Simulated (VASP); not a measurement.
Crystal: Te.

```
Te
1.0
     2.30590    1.33131    1.69095
    -2.30590    1.33131    1.69095
     0.00000   -2.66263    1.69095
Te
1
Cartesian
  0.0000 0.0000 2.5364
```

This isn't the form of Te at room conditions, which is trigonal, of chains.

| Item | Value |
| --- | --- |
| Program | VASP 6.6.1 |
| Task | relaxation of cell and atoms |
| Functional | PW91 |
| Potentials or basis | VASP PAW PBE potentials, release 64 (Te) |
| Cutoff | 600 eV |
| k mesh | 9 × 9 × 9 |
| Occupations | fermi-dirac, width 0.05 eV |
| Spin | no spin polarisation |

At the start: pressure 2.8 GPa; volume 31.15 Å³/atom.

Q: How do energy, volume and symmetry change on relaxing?

A: Over 9 steps the energy falls by 17.2 meV/atom and the volume is 32.96 Å³/atom (+5.8 %); space group R-3m (No. 166, to 0.05 Å).

The path:
| step | energy change (eV) | largest force (eV/Å) | pressure (GPa) | volume (Å³) |
| --- | --- | --- | --- | --- |
| 1 | 0.0000 | 0.0000 | 2.83 | 31.15 |
| 2 | -0.0094 | 0.0000 | -1.33 | 33.69 |
| 3 | -0.0135 | 0.0000 | 0.00 | 32.75 |
| 4 | -0.0141 | 0.0000 | 0.00 | 32.78 |
| 5 | -0.0157 | 0.0000 | -0.04 | 32.88 |
| 6 | -0.0171 | 0.0000 | -0.13 | 33.05 |
| 7 | -0.0171 | 0.0000 | -0.14 | 33.06 |
| 8 | -0.0168 | 0.0000 | 0.43 | 32.69 |
| 9 | -0.0172 | 0.0000 | 0.01 | 32.96 |

Final structure:
```yaml
crystal:
  lattice:
    - [2.29770, 1.32658, 1.80222]
    - [-2.29770, 1.32658, 1.80222]
    - [0.00000, -2.65316, 1.80222]
  atoms:
    - { symbol: Te, position: [0.50000, 0.50000, 0.50000] }
```

Caveat: the PAW data sets were made with another functional, which shifts forces and pressure a little.
